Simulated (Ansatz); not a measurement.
This Ansatz 0.2.0 run on Fe needs a look.

input.yaml

```yaml
crystal:
  lattice:
    - [0.0, 1.9417396906, 1.9651051623]
    - [1.4984397099, 0.0, 1.9651051623]
    - [1.4984397099, 1.9417396906, 0.0]
  atoms:
    - { symbol: Fe, position: [0.0, 0.0, 0.0] }
hamiltonian:
  xc: pbesol
  pseudopotentials: { kind: paw }
magnetization:
  spin_polarized: true
  initial_magnetization: 0.0
  spin_locking: { lock_magnetization: hard }
kpoints:
  mp_grid: { grid: [1, 1, 1] }
scf:
  occupations: { method: fermi_dirac, width: 0.05 }
  max_iter: 80
output:
  forces: true
  stress: true
  eigenvalues: true
```

Potentials or basis: Ansatz PAW.

The run is started by

```console
$ ansatz run input.yaml --threads 2 --pin off --max-ram 5632MiB --backend cpu --events-out ev --progress --plain --runs-dir out
```

Output:

```text
Warning: output.stress: scf.convergence.dr2_threshold = 1e-7 eV (the SCF's general default) is looser than the 1e-10 eV advised for a printed stress (1e-10 eV for each atom of the cell: 1). What an SCF threshold leaves in a stress goes as its square root, and in the free energy as the threshold itself, and one threshold admits the most on a small cell: of the crystals measured, under no hybrid functional and no lock of the moments, on runs that ended without the residual-converged pass, on stresses that held no estimate of that error, the worst erred by over 100 MPa in a component at 1e-7 eV an atom and by under 5 at 1e-10. Set scf.convergence.dr2_threshold to 1e-10 eV or tighter. The threshold is an SCF's pass mark: one that does not reach it within its budget of iterations ends unconverged, or closes short of it on a stop that the run arms, and scf.convergence.dr2_threshold's page says what that costs each kind of run
Warning: RAYON_NUM_THREADS=2 ignored (pool sized by the plan → 2); use --threads N
Engine: ansatz 0.2.0, x86_64-unknown-linux-gnu
Pseudopotentials: kind: paw
Pseudopotential: Fe, paw, valence charge 16, recommended cutoff 420 eV (normal), Fe.paw.azcp
Functional definition: PBEsol
  exchange = pbesol_x
  correlation = pbesol_c
Crystal: 1 atoms, lattice volume = 11.435 Å³
Basis set: ecut = 420 eV, 221 PW (Γ), exchange–correlation on 40×36×36 points (8 copies of the dense FFT grid, shifted against one another)
Bands: 12, of which v1, the nominal top of the filled ones, is band 8 counted from 1 (7 counted from 0)
Symmetry: 8 space group operations
Space group: Fmmm (ITA 69), of the structure as read, at distance tolerance 2.3e-5 Å
[... 80 lines left out ...]
Entropy (-TS):   -0.000000 eV (-0.000 meV/atom)
Fermi energy:    17.519361 (↑ 17.519359, ↓ 17.519362) eV
--- Per-component energies (eV) ---
  E_band       = -225.462991
  E_kinetic    = 345.724808
  E_local      = -2076.125710  (includes V_loc(G=0)·N_el)
  E_nonlocal   = 225.420562
  E_hartree    = 872.291307
  E_xc         = -117.856100
  E_vxc        = -152.325075  (∫ρ·V_xc dr)
  E_paw        = -1342.556338  (= ΣΔE_a)
  E_vpaw       = -312.740532  (= ΣTr[D̂ρ^β])
  E_aug_tail   = 0.000947  (compensation charges beyond the density's cutoff)
  E_ewald      = -2362.884979
  E_core_change = 0.179202  (= ΣΔE_core)
  E_smearing   = -0.000000  (= −TS)
  E_closure    = 0.000000  (closes the sum)
  Σ components = -4455.806300   (vs F -4455.806300, Δ=0.00e0)
--- Forces (eV/Å), atoms counted from 1 ---
  atom   1  Fe     0.00000013    -0.00000002     0.00000001
  max |Σ_I F_I| component: 1.27e-7 eV/Å
--- Stress (GPa, compression-positive) ---
      -10.090271       8.455360       0.001150
        8.455209     -18.138512       0.001250
        0.001081       0.001065       8.680071
  P = ⅓ Tr σ = -6.5162 GPa (-65.162 kbar)
[... 4 lines left out ...]
```

**Question.** What happened, and what is wrong with the input?

**Answer.** The run converged. The input holds a flaw that was put in on purpose: one k-point for a small cell (kpoints.mp_grid.grid = 1 × 1 × 1). The program doesn't stop on it, so the numbers can't be trusted though the run ends normally.

A sound run on the same cell differs in these lines of the main input:
```diff
@@ -16 +16 @@
-  mp_grid: { grid: [1, 1, 1] }
+  mp_grid: { grid: [11, 11, 11] }
@@ -19 +19 @@
-  max_iter: 80
+  lower_state_search: "off"
```
